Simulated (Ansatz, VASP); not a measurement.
# Two plane-wave programs on Cu

The input INCAR:

```
SYSTEM = Cu
ALGO = Normal
EDIFF = 1E-6
EDIFFG = -0.01
ENCUT = 600
GGA = PS
IBRION = 2
ISIF = 3
ISMEAR = -1
IVDW = 12
LASPH = .TRUE.
LCHARG = .FALSE.
LREAL = .FALSE.
LWAVE = .FALSE.
NELM = 60
NSW = 60
PREC = Accurate
SIGMA = 0.05
```

The input KPOINTS:

```
k-points
0
G
  13 13 13
  0 0 0
```

Contents of POSCAR:

```
Cu
1.0
    0.0000000000      1.8075000000      1.8075000000
    1.8075000000      0.0000000000      1.8075000000
    1.8075000000      1.8075000000      0.0000000000
Cu
1
Direct
    0.0000000000      0.0000000000      0.0000000000
```

input.yaml

```yaml
crystal:
  lattice:
    - [0.0, 1.8075, 1.8075]
    - [1.8075, 0.0, 1.8075]
    - [1.8075, 1.8075, 0.0]
  atoms:
    - { symbol: Cu, position: [0.0, 0.0, 0.0] }
hamiltonian:
  xc: pbesol
  pseudopotentials: { kind: paw }
  dispersion: d3bj
kpoints:
  mp_grid: { grid: [13, 13, 13] }
scf:
  occupations: { method: fermi_dirac, width: 0.05 }
output:
  forces: true
  stress: true
  eigenvalues: true
relax:
  f_tol: 0.01
  max_steps: 40
  cell: { stress_tol: 0.05 }
```

Alike in both runs: task relaxation of cell and atoms; functional PBEsol; dispersion D3(BJ); k mesh 13 × 13 × 13; occupations fermi-dirac, width 0.05 eV; no spin polarisation.

|  | VASP | Ansatz |
| --- | --- | --- |
| version | VASP 6.6.1 | Ansatz 0.2.0 |
| potentials or method | VASP PAW PBE potentials, release 64 (Cu) | Ansatz PAW |
| plane-wave cutoff (eV) | 600 | 420 |
| valence electrons in the cell | 11 | 19 |

```tsv
	VASP	Ansatz	Ansatz less VASP
gap on the k mesh at the Fermi level, each at its own relaxed structure (eV)	none	none	-
relaxed volume (Å³/atom)	10.85	10.81	-0.045
relaxed cell length with the largest relative difference (Å)	2.485	2.482	-0.0034
energy change over the relaxation (meV/atom)	-43	-47	-4.4
```

A gap of «none» marks a metal or a gap that the smearing closes. The two sets of potentials don't hold the same shells in valence.

Caveats: pairwise dispersion overbinds metals, which lowers pressure and volume; the PAW data sets were made with another functional, which shifts forces and pressure a little (VASP); the plane-wave basis is chosen anew once the cell has moved, so the energies of steps on either side of that aren't comparable (Ansatz); the PAW data sets come from PBE, with cores solved anew for the run's functional, which leaves a small shift of forces and pressure (Ansatz).
